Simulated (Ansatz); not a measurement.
**Phases of As at 9.3 GPa**

Structure types of As are relaxed in primitive cells with their symmetry kept at 9.3 GPa, first on PAW files, then by LAPW. The enthalpy is E + pV at zero temperature, without zero-point motion. Only the types listed were tried, and differences under about 5 meV/atom are mesh noise. The real phase may be another.

Computed with Ansatz 0.2.0; functional PBE, scalar-relativistic. Settings: Fermi–Dirac smearing of 0.08 eV, no spin polarisation. Methods: LAPW: all electrons, basis error target 0.5 meV/atom; PAW: frozen-core files, cutoff 420 eV.

k meshes: fcc 16×16×16, bcc 17×17×17, hcp 15×15×8, A7 13×13×13, simple hexagonal 16×16×15, diamond 12×12×12.

```json
{"start type": "fcc", "ends as": "fcc, Fm-3m", "a, b, c (Å)": "4.126, 4.126, 4.126", "V (Å³/atom)": "17.56", "H − H(lowest), LAPW (meV/atom)": "?"}
{"start type": "bcc", "ends as": "bcc, Im-3m", "a, b, c (Å)": "3.262, 3.262, 3.262", "V (Å³/atom)": "17.35", "H − H(lowest), LAPW (meV/atom)": "307.2"}
{"start type": "hcp", "ends as": "hcp, P6_3/mmc", "a, b, c (Å)": "2.897, 2.897, 4.830", "V (Å³/atom)": "17.55", "H − H(lowest), LAPW (meV/atom)": "?"}
{"start type": "A7", "ends as": "A7, R-3m", "a, b, c (Å)": "3.724, 3.724, 9.606", "V (Å³/atom)": "19.23", "H − H(lowest), LAPW (meV/atom)": "0.0"}
{"start type": "simple hexagonal", "ends as": "simple hexagonal, P6/mmm", "a, b, c (Å)": "2.816, 2.816, 2.653", "V (Å³/atom)": "18.22", "H − H(lowest), LAPW (meV/atom)": "191.7"}
{"start type": "diamond", "ends as": "diamond, Fd-3m", "a, b, c (Å)": "5.804, 5.804, 5.804", "V (Å³/atom)": "24.44", "H − H(lowest), LAPW (meV/atom)": "638.9"}
```

Task: What belongs in the row "fcc", column "H − H(lowest), LAPW (meV/atom)"?

Result: 421.6.

Task: Give the missing entry: row "hcp", column "H − H(lowest), LAPW (meV/atom)".

Result: 368.0.

Task: Split the lead of A7 over simple hexagonal into energy and pV.

Result: For simple hexagonal less A7: ΔE = +250.3 meV/atom, and p·ΔV = 9.3 GPa × -1.0100 Å³ × 6.242 meV/(GPa·Å³) = -58.6 meV/atom, together 191.7 meV/atom. A7 wins by its internal energy, though it is the less dense.
